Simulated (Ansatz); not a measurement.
A plane-wave DFT run in Ansatz 0.2.0 (scalar-relativistic PAW potentials unless the input names others): input and command.

```yaml
crystal:
  lattice:
    - [3.9215611691, 0.0904907161, 0.02048984]
    - [0.0904907161, 3.9682391874, -0.020704095]
    - [0.02048984, -0.020704095, 3.9515139325]
  atoms:
    - { symbol: Sr, position: [0.0074849128, 0.012485956, -0.0016527086], spin: 2.0 }
    - { symbol: Ti, position: [0.5056080559, 0.5109134747, 0.4984737563] }
    - { symbol: O, position: [-0.0032787262, 0.4910500601, 0.5015059252] }
    - { symbol: O, position: [0.4955182085, -0.0071294341, 0.50076195] }
    - { symbol: O, position: [0.4946675489, 0.4926799433, 0.0009110771] }
basis:
  ecutwfc: 420
kpoints:
  mp_grid: { grid: [6, 6, 6] }
hamiltonian:
  xc: pbe
  hubbard: { sites: [{ species: Ti, l: d, u_eff: 4.0 }] }
scf:
  occupations: { method: gaussian, width: 0.05 }
  max_iter: 100
output:
  forces: true
  eigenvalues: true
  stress: true
```

```bash
ansatz run input.yaml --threads 2 --pin off --max-ram 5120MiB --backend cpu --events-out ev --progress --plain --runs-dir out
```

Problem. What will the program do with this input?

Solution. The program refuses it, because of a moment without spin polarisation (crystal.atoms[0].spin: not typed → 2.0). Without that key it is accepted.

Abridged log:
```
Error: inconsistent input (magnetization.spin_polarized): false but per-atom `spin:`, `per_species`, `initial_magnetization`, `magnetic_field`, or `spin_locking` is set
```